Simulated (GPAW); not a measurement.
Crystal: SnSe2.

```xyz
3
Lattice="3.8110 0.0000 0.0000 -1.9055 3.3004 0.0000 0.0000 0.0000 6.1360" Properties=species:S:1:pos:R:3 pbc="T T T"
Sn    0.0000    0.0000    0.0000
Se    1.9055    1.1001    4.6081
Se    0.0000    2.2003    1.5279
```

| Property | Result |
| --- | --- |
| Program | GPAW 26.7.0 |
| Task | relaxation of cell and atoms |
| Functional | revPBE |
| Potentials or basis | the program's PAW data sets (release 1.2.1) made for this functional |
| Cutoff | 600 eV |
| Basis | pw |
| k mesh | 6 × 6 × 3 |
| Occupations | fermi-dirac, width 0.05 eV |
| Spin | no spin polarisation |

At the start: pressure 6.7 GPa; volume 25.73 Å³/atom.

Question: How do energy, volume and symmetry change on relaxing?

Answer: Over 17 steps the energy falls by 83.1 meV/atom and the volume is 37.86 Å³/atom (+47.2 %); space group P-3m1 (No. 164, to 0.05 Å).

Step by step:
```tsv
step	energy change (eV)	largest force (eV/Å)	pressure (GPa)	volume (Å³)
1	0.0000	0.7658	6.73	77.18
2	-0.0584	0.4886	5.06	78.38
3	-0.1342	0.1779	1.10	81.97
4	-0.1378	0.2417	0.62	82.63
5	-0.1439	0.2921	0.02	83.81
6	-0.1527	0.2820	-0.52	85.51
7	-0.1624	0.1777	-0.71	87.34
8	-0.1683	0.0390	-0.46	88.27
9	-0.1717	0.0569	-0.12	88.47
10	-0.1764	0.1465	0.30	88.59
11	-0.1856	0.2395	0.85	89.10
12	-0.2013	0.2842	1.32	90.79
13	-0.2213	0.2004	1.26	94.41
14	-0.2379	0.0614	0.67	100.00
15	-0.2460	0.0214	0.22	106.14
16	-0.2485	0.0206	0.06	110.80
17	-0.2492	0.0068	0.00	113.59
```

Final structure:
```
CELL_PARAMETERS angstrom
3.90234 0.00000 0.00000
-1.95117 3.37953 0.00000
0.00000 0.00000 8.61296
ATOMIC_POSITIONS crystal
Sn 0.00000 0.00000 0.00000
Se 0.66667 0.33333 0.81521
Se 0.33333 0.66667 0.18479
```

Caveat: later steps reuse the first step's grids; the volume moved by over 15 % at a fixed basis, so the end points are rough; this functional lacks dispersion, which binds the layers, so the pressure and a relaxed spacing across them are unreliable, and here the layers came unbound; the volume moved by +47 % from the deposited cell, more than functionals usually miss.
